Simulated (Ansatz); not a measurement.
# Levels at Γ against strain in MgS

```yaml
crystal:
  lattice:
    - [0.00000, 2.60165, 2.60165]
    - [2.60165, 0.00000, 2.60165]
    - [2.60165, 2.60165, 0.00000]
  atoms:
    - { symbol: Mg, position: [0.00000, 0.00000, 0.00000] }
    - { symbol: S, position: [0.50000, 0.50000, 0.50000] }
```

Atom numbers follow the list: Mg1, S2.

The conventional cell has a = 5.203 Å, b = 5.203 Å, c = 5.203 Å, α = 90.00°, β = 90.00°, γ = 90.00°. Around Mg (atom 1) lie 6 S at 2.60 Å. Around S (atom 2) lie 6 Mg at 2.60 Å.

The cell is COD entry 9008672, as deposited and not checked against the literature; nothing was relaxed.

Level of theory: DFT, PBE, all-electron LAPW, scalar-relativistic in Ansatz 0.2.0.

Sampling and basis: a Γ-centred 8×8×8 k mesh, Fermi–Dirac smearing of 0.01 eV, basis error target 0.25 meV/atom, no spin polarisation.

The strain is applied along the Cartesian axes of the cell as listed (the other components stay zero). Fractional coordinates are held (clamped ions).

Only quantities that a quadratic follows smoothly over the whole series are listed; rougher ones are left out.

```csv
εzz,"direct gap at Γ, from the mean of the top three filled levels (eV)",singlet less doublet of the top filled triplet at Γ (eV)
-0.0300,3.963,-0.139
-0.0100,3.798,-0.045
0.0000,3.718,0.000
0.0100,3.640,0.043
0.0200,3.565,0.083
0.0300,3.492,0.121
```

Problem. Fit the series and give the slopes at zero strain.

Solution. Least-squares fits y = p0 + p1 x + p2 x² to the rows give direct gap at Γ, from the mean of the top three filled levels (eV): p1 = -7.86, p2 = 11; singlet less doublet of the top filled triplet at Γ (eV): p1 = 4.34, p2 = -10. Without spin–orbit coupling the singlet lies 3b(εzz − εxx) above the doublet in the usual convention, so the shear deformation potential is b = 1.45 eV.

Problem. One run, at εzz = -0.0200, is withheld. Predict its row.

Solution. The fits give 3.879, -0.091; the run gave 3.880, -0.091.
